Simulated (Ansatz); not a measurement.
# 3-layer 2H-MoS2 (2H stacking) in a perpendicular field

What dipole does a perpendicular field induce in the 3-layer 2H-MoS2 (2H stacking), and does the gap follow? A positive field points along +c.

Main program and level: Ansatz 0.2.0; plane-wave DFT, PBE-D3(BJ), Ansatz PAW.

### 1. Starting point

The cell holds 9 atoms: 6 S and 3 Mo. Its edges and angles: a = 3.180 Å, b = 3.180 Å, c = 62.588 Å, α = 90.0°, β = 90.0°, γ = 120.0°. Regions: layer 1: 2H-MoS2, 3 atoms (2 S and 1 Mo); layer 2: 2H-MoS2, 3 atoms (2 S and 1 Mo); layer 3: 2H-MoS2, 3 atoms (2 S and 1 Mo). Vacuum lies along c.

### 2. Relaxation

The starting cell is a guess, so the in-plane lattice and the atoms are relaxed first, with the slab cut off from its images along the normal.

The input, input.yaml:

```yaml
crystal:
  lattice:
    - [3.18, 0.0, 0.0]
    - [-1.59, 2.753960784, 0.0]
    - [0.0, 0.0, 62.587793216]
  atoms:
    - { symbol: S, position: [0.3333333333, 0.6666666667, 0.3738748212] }
    - { symbol: Mo, position: [0.0, 0.0, 0.399938991] }
    - { symbol: S, position: [0.3333333333, 0.6666666667, 0.4260031608] }
    - { symbol: S, position: [0.0, 0.0, 0.4739358302] }
    - { symbol: Mo, position: [0.3333333333, 0.6666666667, 0.5] }
    - { symbol: S, position: [0.0, 0.0, 0.5260641698] }
    - { symbol: S, position: [0.3333333333, 0.6666666667, 0.5739968392] }
    - { symbol: Mo, position: [0.0, 0.0, 0.600061009] }
    - { symbol: S, position: [0.3333333333, 0.6666666667, 0.6261251788] }
  periodic: [true, true, false]
kpoints:
  mp_grid: { grid: [12, 12, 1] }
hamiltonian:
  xc: pbe
  dispersion: d3bj
scf:
  occupations: { method: fermi_dirac, width: 0.05 }
  convergence: { dr2_threshold: 1.0e-09 }
relax:
  f_tol: 0.004
  max_steps: 90
  cell: {}
output:
  write_potential: true
  write_density: true
  volumetric_format: npy
```

Command:

```bash
$ ansatz run input.yaml --threads 4 --pin off --max-ram 8192MiB --backend cpu --events-out ev --progress --plain --runs-dir out
```

Numbers of over 12 decimals in the logs are rounded to 6 here.

Output:

```text
Warning: relax.cell: scf.convergence.dr2_threshold = 1e-9 eV is looser than the 1.35336253919e-10 eV advised for a relaxation that steers and ends on the stress (1e-10 eV for each atom of the cell: 9, times the square of relax.cell.stress_2d_tol = 0.05 N/m over 25.8 Å (the atoms' height at the walk's start and 5 Å past either face), 1.939e-2 GPa, over a crystal's default 0.05). What an SCF threshold leaves in a stress goes as its square root, and in the free energy as the threshold itself, and one threshold admits the most on a small cell: [figures from the program's tests cut] Set scf.convergence.dr2_threshold to 1.35336253919e-10 eV or tighter. [rest of the remark cut]
Engine: ansatz 0.2.0, x86_64-unknown-linux-gnu
Pseudopotentials: kind: paw
Pseudopotential: S, paw, valence charge 6, recommended cutoff 420 eV (normal), S.paw.azcp
Pseudopotential: Mo, paw, valence charge 14, recommended cutoff 420 eV (normal), Mo.paw.azcp
Functional definition: PBE
  parameter kappa = 0.804
  parameter beta = 0.066725
  exchange = pbe_x(kappa = kappa, mu = beta*pi^2/3)
  correlation = pbe_c(beta = beta)
Crystal: 9 atoms, lattice volume = 548.119 Å³
Basis set: ecut = 420 eV, 10757 PW (Γ), exchange–correlation on 48×48×864 points (8 copies of the dense FFT grid, shifted against one another)
Bands: 48, of which v1, the nominal top of the filled ones, is band 39 counted from 1 (38 counted from 0)
Symmetry: 12 space group operations
Space group: P-6m2 (ITA 187), of the structure as read, at distance tolerance 8.2e-5 Å
k-points: 19 of 144 (time reversal used)
Non-local potential: S, projectors of the file, l = 0: 2, l = 1: 2, l = 2: 2
Non-local potential: Mo, projectors of the file, l = 0: 3, l = 1: 2, l = 2: 2, l = 3: 1
PAW form: soft (Blöchl's): semilocal exchange-correlation on the pseudo side does not see the compensation charge
PAW one-centre angular grid: S, 110 points (default); XC on 64 Gauss nodes
PAW one-centre angular grid: Mo, 590 points (default); XC on 64 Gauss nodes
Initial density: superposition of atomic densities (neutral atoms: chi_scale 0, normalization atom), corrected by the library's trained network
Initial wavefunctions: pseudopotential atomic-orbital guess
Functional: x = pbe(κ = 0.804, μ = 0.219515), c = pbe(β = 0.066725)
SCF iter   1: F=—  HF=-20291.509186 eV  |F-HF|=—  |Δ(HF+E_count)|=         —  Δρ=3.12e-3  dr2=1.30e-1  ethr=1.77e-3  ⟨swp⟩=14.7  Hψ=6310  notcnv=0
preconditioner: auto → Resta (q_TF=auto, 1.971 Å⁻¹)  ε∞=3.4  [insulator: Δε(μ)=1.055 eV  Ē_g=7.461 eV  σ=0.050 eV  W_gap=1.00  n_scr=38 (ndim 8)  ℏωp=11.7 eV  f_vac=0.689  D(μ)=0.00/eV (n_scr^D=0)  ε∞_Penn≈3.4  vacuum switching on, ρ_ref=4.0e-3 e/Å³]
SCF iter   2: F=—  HF=-20291.528109 eV  |F-HF|=—  |Δ(HF+E_count)|=   1.89e-2  Δρ=2.35e-3  dr2=1.49e-1  ethr=1.66e-4  ⟨swp⟩=4.2  Hψ=1966  notcnv=0  defer=25
SCF iter   3: F=—  HF=-20291.519167 eV  |F-HF|=—  |Δ(HF+E_count)|=   8.94e-3  Δρ=1.22e-3  dr2=3.43e-3  ethr=1.66e-4  ⟨swp⟩=2.9  Hψ=1562  notcnv=0  defer=25
SCF iter   4: F=—  HF=-20291.524126 eV  |F-HF|=—  |Δ(HF+E_count)|=   4.96e-3  Δρ=3.96e-4  dr2=2.27e-3  ethr=4.40e-6  ⟨swp⟩=3.1  Hψ=2022  notcnv=0  defer=25
SCF iter   5: F=—  HF=-20291.523875 eV  |F-HF|=—  |Δ(HF+E_count)|=   2.51e-4  Δρ=1.17e-4  dr2=2.03e-4  ethr=2.91e-6  ⟨swp⟩=2.6  Hψ=1373  notcnv=0  defer=25
SCF iter   6: F=—  HF=-20291.523877 eV  |F-HF|=—  |Δ(HF+E_count)|=   1.19e-6  Δρ=3.55e-5  dr2=1.01e-5  ethr=2.61e-7  ⟨swp⟩=3.2  Hψ=1881  notcnv=0  defer=25
SCF iter   7: F=—  HF=-20291.523869 eV  |F-HF|=—  |Δ(HF+E_count)|=   7.50e-6  Δρ=2.31e-5  dr2=8.70e-6  ethr=1.30e-8  ⟨swp⟩=3.5  Hψ=2031  notcnv=0  defer=25
SCF iter   8: F=—  HF=-20291.523877 eV  |F-HF|=—  |Δ(HF+E_count)|=   7.50e-6  Δρ=8.46e-6  dr2=9.37e-7  ethr=1.12e-8  ⟨swp⟩=2.5  Hψ=1382  notcnv=0  defer=25
SCF iter   9: F=—  HF=-20291.523890 eV  |F-HF|=—  |Δ(HF+E_count)|=   1.32e-5  Δρ=3.89e-6  dr2=1.82e-7  ethr=1.20e-9  ⟨swp⟩=3.1  Hψ=1788  notcnv=0  defer=25
SCF iter  10: F=—  HF=-20291.523890 eV  |F-HF|=—  |Δ(HF+E_count)|=   1.64e-8  Δρ=8.34e-7  dr2=7.08e-9  ethr=2.34e-10  ⟨swp⟩=3.2  Hψ=1825  notcnv=0  defer=25
SCF iter  11: F=-20291.523890 eV  HF=-20291.523890 eV  |F-HF|=2.98e-9  |Δ(HF+E_count)|=  4.40e-10  Δρ=2.49e-7  dr2=5.46e-10  ethr=1.28e-12  ⟨swp⟩=10.4  Hψ=8803  notcnv=0
SCF 1 converged in 11 iterations: F = -20291.523890 eV  dr2 = 5.46e-10
  greatest PAW one-centre occupation: 0.998 electrons in one spin orbital (limit 2), on the Mo atom at site 4 (counted from 0), in its partial waves of l = 0
relax step   1: F+E_penalty+E_count = -20291.52388973 eV  Δ(F+E_penalty+E_count) = +0.000e0 eV  max|allowed force component| = 1.254e0 eV/Å  Δτ_max = 0.0000 Å  P = -11.671 N/m  Ω = 548.119 Å³  fix = [c, alpha, beta]  reactions: c -0.000 N/m  (11 SCF iters, accepted)
Crystal: 9 atoms, lattice volume = 545.413 Å³
Basis set: ecut = 420 eV, 10661 PW (Γ), exchange–correlation on 48×48×864 points (8 copies of the dense FFT grid, shifted against one another)
Initial density: handed on by an earlier stage of this run
Initial wavefunctions: those handed on with the density
iter 1 solved again at ethr=3.12e-4 eV; its pass at ethr=3.10e-3 eV (dr2=2.44e-1 eV) is discarded
SCF iter   1: F=—  HF=-20291.781416 eV  |F-HF|=—  |Δ(HF+E_count)|=         —  Δρ=6.88e-3  dr2=2.74e-1  ethr=3.12e-4  ⟨swp⟩=2.8  Hψ=6601  notcnv=0
eigensolver tolerance schedule calibrated: the retry pair's looser diagonalisation under-reported the residual by θ = 0.11 (0.11/decade); ethr = c·dr2/N_el runs at the constant in force after the calibration composes with the one it found (an armed cap, an earlier calibration), c = 8.2e-2
preconditioner: auto → Resta (q_TF=auto, 1.973 Å⁻¹)  ε∞=3.2  [insulator: Δε(μ)=0.851 eV  Ē_g=7.836 eV  σ=0.050 eV  W_gap=1.00  n_scr=38 (ndim 8)  ℏωp=11.7 eV  f_vac=0.697  D(μ)=0.00/eV (n_scr^D=0)  ε∞_Penn≈3.2  vacuum switching on, ρ_ref=4.5e-3 e/Å³]
SCF iter   2: F=—  HF=-20291.746761 eV  |F-HF|=—  |Δ(HF+E_count)|=   3.47e-2  Δρ=3.75e-3  dr2=1.10e-1  ethr=2.86e-4  ⟨swp⟩=3.9  Hψ=1952  notcnv=0  defer=7
SCF iter   3: F=—  HF=-20291.734320 eV  |F-HF|=—  |Δ(HF+E_count)|=   1.24e-2  Δρ=2.29e-3  dr2=3.33e-2  ethr=1.15e-4  ⟨swp⟩=3.6  Hψ=1841  notcnv=0  defer=14
SCF iter   4: F=—  HF=-20291.731280 eV  |F-HF|=—  |Δ(HF+E_count)|=   3.04e-3  Δρ=7.73e-4  dr2=4.23e-3  ethr=3.49e-5  ⟨swp⟩=2.7  Hψ=1593  notcnv=0  defer=17
SCF iter   5: F=—  HF=-20291.730975 eV  |F-HF|=—  |Δ(HF+E_count)|=   3.05e-4  Δρ=2.53e-4  dr2=7.36e-4  ethr=4.43e-6  ⟨swp⟩=3.2  Hψ=1771  notcnv=0  defer=15
[...]
SCF iter   5: F=—  HF=-20291.843131 eV  |F-HF|=—  |Δ(HF+E_count)|=   8.18e-4  Δρ=4.52e-4  dr2=2.48e-3  ethr=5.66e-6  ⟨swp⟩=4.3  Hψ=2128  notcnv=0  defer=26
SCF iter   6: F=—  HF=-20291.842950 eV  |F-HF|=—  |Δ(HF+E_count)|=   1.81e-4  Δρ=1.17e-4  dr2=1.46e-4  ethr=3.18e-6  ⟨swp⟩=3.0  Hψ=1557  notcnv=0  defer=24
SCF iter   7: F=—  HF=-20291.842947 eV  |F-HF|=—  |Δ(HF+E_count)|=   3.07e-6  Δρ=6.15e-5  dr2=2.74e-5  ethr=1.87e-7  ⟨swp⟩=3.4  Hψ=2045  notcnv=0  defer=23
SCF iter   8: F=—  HF=-20291.842980 eV  |F-HF|=—  |Δ(HF+E_count)|=   3.34e-5  Δρ=3.02e-5  dr2=1.11e-5  ethr=3.52e-8  ⟨swp⟩=3.5  Hψ=1963  notcnv=0  defer=23
SCF iter   9: F=—  HF=-20291.842969 eV  |F-HF|=—  |Δ(HF+E_count)|=   1.08e-5  Δρ=7.52e-6  dr2=3.63e-7  ethr=1.42e-8  ⟨swp⟩=2.7  Hψ=1457  notcnv=0  defer=23
SCF iter  10: F=—  HF=-20291.842995 eV  |F-HF|=—  |Δ(HF+E_count)|=   2.53e-5  Δρ=2.54e-6  dr2=3.63e-8  ethr=4.65e-10  ⟨swp⟩=3.5  Hψ=2230  notcnv=0  defer=24
SCF iter  11: F=—  HF=-20291.842995 eV  |F-HF|=—  |Δ(HF+E_count)|=   1.59e-8  Δρ=7.16e-7  dr2=7.01e-9  ethr=4.65e-11  ⟨swp⟩=3.3  Hψ=2013  notcnv=0  defer=24
SCF iter  12: F=-20291.842995 eV  HF=-20291.842995 eV  |F-HF|=4.80e-10  |Δ(HF+E_count)|=   2.02e-9  Δρ=2.73e-7  dr2=4.94e-10  ethr=1.28e-12  ⟨swp⟩=10.8  Hψ=8488  notcnv=0
SCF 3 converged in 12 iterations: F = -20291.842995 eV  dr2 = 4.94e-10
relax step   3: F+E_penalty+E_count = -20291.84299476 eV  Δ(F+E_penalty+E_count) = -1.120e-1 eV  max|allowed force component| = 1.125e-1 eV/Å  Δτ_max = 0.1934 Å  P = +0.771 N/m  Ω = 535.577 Å³  energy of the carried Pulay correction = +3.875e-4 eV  fix = [c, alpha, beta]  reactions: c +0.000 N/m  (12 SCF iters, accepted)
[...]
relax step   4: F+E_penalty+E_count = -20291.84577546 eV  Δ(F+E_penalty+E_count) = -2.781e-3 eV  max|allowed force component| = 7.211e-3 eV/Å  Δτ_max = 0.0387 Å  P = -0.122 N/m  Ω = 538.266 Å³  energy of the carried Pulay correction = +3.036e-4 eV  fix = [c, alpha, beta]  reactions: c -0.000 N/m  (13 SCF iters, accepted)
[...]
relax step   5: F+E_penalty+E_count = -20291.84593092 eV  Δ(F+E_penalty+E_count) = -1.555e-4 eV  max|allowed force component| = 3.679e-3 eV/Å  Δτ_max = 0.0150 Å  P = -0.000 N/m  Ω = 538.160 Å³  energy of the carried Pulay correction = +3.069e-4 eV  fix = [c, alpha, beta]  reactions: c -0.000 N/m  (10 SCF iters, accepted)
Initial wavefunctions: pseudopotential atomic-orbital guess (no wavefunctions were taken with the density)
iter 1 solved again at ethr=8.77e-8 eV; its pass at ethr=3.10e-3 eV (dr2=6.84e-5 eV) is discarded
SCF iter   1: F=—  HF=-20291.845496 eV  |F-HF|=—  |Δ(HF+E_count)|=         —  Δρ=1.41e-5  dr2=1.61e-7  ethr=8.77e-8  ⟨swp⟩=7.2  Hψ=11402  notcnv=0
preconditioner: auto → Resta (q_TF=auto, 1.977 Å⁻¹)  ε∞=3.3  [insulator: Δε(μ)=1.007 eV  Ē_g=7.805 eV  σ=0.050 eV  W_gap=1.00  n_scr=38 (ndim 8)  ℏωp=11.8 eV  f_vac=0.698  D(μ)=0.00/eV (n_scr^D=0)  ε∞_Penn≈3.3  vacuum switching on, ρ_ref=4.4e-3 e/Å³]
SCF iter   2: F=—  HF=-20291.845607 eV  |F-HF|=—  |Δ(HF+E_count)|=   1.10e-4  Δρ=6.72e-6  dr2=3.82e-8  ethr=2.07e-10  ⟨swp⟩=4.1  Hψ=2781  notcnv=0
SCF iter   3: F=—  HF=-20291.845607 eV  |F-HF|=—  |Δ(HF+E_count)|=   3.19e-8  Δρ=2.14e-6  dr2=4.28e-8  ethr=4.90e-11  ⟨swp⟩=2.9  Hψ=1902  notcnv=0
SCF iter   4: F=—  HF=-20291.845607 eV  |F-HF|=—  |Δ(HF+E_count)|=   3.51e-9  Δρ=6.94e-7  dr2=1.61e-9  ethr=4.90e-11  ⟨swp⟩=2.8  Hψ=1547  notcnv=0
SCF iter   5: F=-20291.845607 eV  HF=-20291.845607 eV  |F-HF|=6.18e-11  |Δ(HF+E_count)|=  2.47e-10  Δρ=1.86e-7  dr2=9.60e-11  ethr=1.28e-12  ⟨swp⟩=14.9  Hψ=7922  notcnv=0
SCF 6 converged in 5 iterations: F = -20291.845607 eV  dr2 = 9.60e-11
relax step   6: F+E_penalty+E_count = -20291.84560683 eV  Δ(F+E_penalty+E_count) = +3.241e-4 eV  max|allowed force component| = 3.715e-3 eV/Å  Δτ_max = 0.0000 Å  P = +0.002 N/m  Ω = 538.160 Å³  fix = [c, alpha, beta]  reactions: c +0.000 N/m  stress off target by 2.25e-3 N/m on what of the cell is left free  SCF on the basis re-selected at this cell (its energy is not comparable with the rows above)  (5 SCF iters)
basis re-selected at this cell: Δ(F+E_penalty+E_count) = +3.241e-4 eV, ΔP = +0.003 N/m vs the last step (what re-selecting the basis moved, of the pressure what is left beyond the Pulay correction that the steps carried, after the strain that the cell walked since its last selection, with what the two solves' SCF thresholds leave and, on support functions, any second-order correction that the steps lacked; it is no m [...]
SCF converged after 5 iterations
Free energy (F): -20291.845607 eV
Harris-Foulkes:  -20291.845607 eV  (|F-HF|=6.18e-11)
Internal energy: -20291.845605 eV  (E = F + TS)
E sigma→0 (E₀):  -20291.845606 eV
Entropy (-TS):   -0.000002 eV (-0.000 meV/atom)
Fermi energy:    -4.846799 eV
--- Per-component energies (eV) ---
  E_band       = -1729.143615
  E_kinetic    = 1970.650456
  E_local      = -631958.774067  (includes V_loc(G=0)·N_el)
  E_nonlocal   = 597.684182
  E_hartree    = 314668.980588
  E_xc         = -1136.574987
  E_vxc        = -1216.457626  (∫ρ·V_xc dr)
  E_paw        = -13204.738180  (= ΣΔE_a)
  E_vpaw       = -460.208775  (= ΣTr[D̂ρ^β])
  E_aug_tail   = 0.000119  (compensation charges beyond the density's cutoff)
  E_ewald      = 308774.486730
  E_disp       = -3.560446  (pairwise vdW)
  E_smearing   = -0.000002  (= −TS)
  E_closure    = 0.000000  (closes the sum)
  Σ components = -20291.845607   (vs F -20291.845607, Δ=0.00e0)
--- Forces (eV/Å), atoms counted from 1 ---
  atom   1  S     -0.00000000     0.00000000    -0.00126727
  atom   2  Mo    -0.00000000     0.00000000    -0.00133182
  atom   3  S      0.00000000     0.00000000     0.00371527
  atom   4  S      0.00000000    -0.00000000    -0.00332006
  atom   5  Mo     0.00000000    -0.00000000    -0.00000000
  atom   6  S      0.00000000    -0.00000000     0.00332006
  atom   7  S      0.00000000     0.00000000    -0.00371527
  atom   8  Mo     0.00000000     0.00000000     0.00133182
  atom   9  S     -0.00000000     0.00000000     0.00126727
  max |Σ_I F_I| component: 1.90e-16 eV/Å
--- 2D stress c σ (N/m, compression-positive) ---
        0.002250       0.000000      -0.000000
        0.000000       0.002250      -0.000000
       -0.000000      -0.000000       0.000000
  P = ½ c Tr σ = 0.0022 N/m
--- Band table (eV; the first three rows and the last of 19) ---
  k-point 0: bands = [... 35 lower, -6.9564, -6.2677, -5.6326, -5.3023, -3.1156, -3.1156, -3.0954, -3.0954, ... 5 higher]
  k-point 1: bands = [... 35 lower, -6.7049, -6.2701, -5.7279, -5.4922, -3.2243, -3.2131, -3.2018, -3.1275, ... 5 higher]
  k-point 2: bands = [... 35 lower, -6.6846, -6.3788, -6.1183, -6.0471, -3.7002, -3.5630, -3.3860, -3.3567, ... 5 higher]
  k-point 18: bands = [... 35 lower, -8.0088, -6.0098, -5.9350, -5.8676, -4.1469, -4.1366, -4.1356, -3.3410, ... 5 higher]
  the weakly bound empty levels are not read free of the cell's end (no_gap_told)
--- Relaxed structure (5 steps of the walk, 5 accepted, 1 SCFs on fresh bases) ---
  F+E_penalty+E_count = -20291.84560683 eV   max|allowed force component| = 3.715e-3 eV/Å   (the final SCF, on the basis selected at the relaxed cell)
  cell:  # Å, volume = 538.1599 Å³
    - [3.150979, -1.610984002627745e-18, 0]
    - [-1.575490, 2.728828, 0]
    - [0, 0, 62.587793216]
  atoms:
    - { symbol: S, position: [0.333333, 0.666667, 0.378210] }
    - { symbol: Mo, position: [-1.2090470786133993e-18, -2.1701890401338497e-17, 0.403259] }
    - { symbol: S, position: [0.333333, 0.666667, 0.428281] }
    - { symbol: S, position: [-3.8394394910097187e-19, -2.1701890401338485e-17, 0.474990] }
    - { symbol: Mo, position: [0.333333, 0.666667, 0.500000] }
    - { symbol: S, position: [3.839439491008517e-19, -2.1701890401338488e-17, 0.525010] }
    - { symbol: S, position: [0.333333, 0.666667, 0.571719] }
    - { symbol: Mo, position: [1.2090470786132976e-18, -2.1701890401338497e-17, 0.596741] }
    - { symbol: S, position: [0.333333, 0.666667, 0.621790] }
```

The job ended after 4.2 min (4 threads of Intel Xeon at 2.50GHz (Skylake/Cascade Lake), shared host; peak memory 1.2 GiB; 12 min of CPU time).

Relaxation path:

| step | energy less that of the first step (eV) | largest force component (eV/Å) | volume (Å³) |
| --- | --- | --- | --- |
| 1 | 0.0000 | 1.2538 | 548.12 |
| 2 | -0.2071 | 0.8224 | 545.41 |
| 3 | -0.3191 | 0.1125 | 535.58 |
| 4 | -0.3219 | 0.0072 | 538.27 |
| 5 | -0.3220 | 0.0037 | 538.16 |
| 6* | -0.3217 | 0.0037 | 538.16 |

Relaxation steps marked * repeat the geometry before them on a plane-wave basis chosen anew for their cell, so energy and pressure can jump there.

The run keeps the 12 symmetry operations that it works with, so distortions that break them were not tested.

| cell as run | before | after | change |
| --- | --- | --- | --- |
| a (Å) | 3.180 | 3.151 | -0.9 % |
| b (Å) | 3.180 | 3.151 | -0.9 % |

The atoms that moved most (Å, along periodic axes as changes of fractional coordinates times the final cell, across vacuum about the mean position):

| atom | dx | dy | dz | length |
| --- | --- | --- | --- | --- |
| S9 | 0.000 | 0.000 | -0.271 | 0.271 |
| S1 | 0.000 | 0.000 | 0.271 | 0.271 |
| Mo8 | 0.000 | 0.000 | -0.208 | 0.208 |
| Mo2 | 0.000 | 0.000 | 0.208 | 0.208 |
| S7 | 0.000 | 0.000 | -0.143 | 0.143 |
| S3 | 0.000 | 0.000 | 0.143 | 0.143 |
| S4 | 0.000 | 0.000 | 0.066 | 0.066 |
| S6 | 0.000 | 0.000 | -0.066 | 0.066 |

The lattice constant a goes from 3.180 to 3.151 Å.

[end of part 1 of 3]

[Logs are printed without paths, hosts, clocks, repeated set-up lines and the standing remarks that a program may print on its own settings, such as how far it seeks lower states.]

[Hosts, paths, dates, database ids (printed as entryN), source tags and the programs' standing remarks are cut or masked in the printed files.]

[Maps of the electrostatic potential energy from Ansatz leave out the sawtooth potential of an applied field or a dipole correction, so their vacuum need not be flat; planar profiles and work functions include it.]
